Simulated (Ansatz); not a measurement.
Input and command of a plane-wave DFT calculation in Ansatz:

```yaml
crystal:
  lattice:
    - [0.0, 2.014, 2.014]
    - [2.014, 0.0, 2.014]
    - [2.014, 2.014, 0.0]
  atoms:
    - { symbol: Li, position: [0.1241310824, 0.1241310824, -0.1241310824] }
    - { symbol: F, position: [0.5, 0.5, 0.5] }
basis:
  ecutwfc: 420
kpoints:
  mp_grid: { grid: [10, 10, 10] }
hamiltonian:
  xc: pbe
scf:
  occupations: { method: gaussian, width: 0.05 }
output:
  forces: true
  stress: true
  eigenvalues: true
```

```bash
ansatz run input.yaml --threads 1 --pin off --max-ram 2560MiB --backend cpu --events-out ev --progress --plain --runs-dir out
```

Processor: Arm Neoverse V1, 1 thread, on a host shared with other jobs.

**Question.** Estimate time, memory and problem size.

**Answer.** About 1.6 s on 1 thread of Arm Neoverse V1, on a shared host, peak memory 0.27 GiB. It solves 9 bands at 102 k points (the mesh reduced by symmetry) with about 331 plane waves, in 6 SCF iterations.
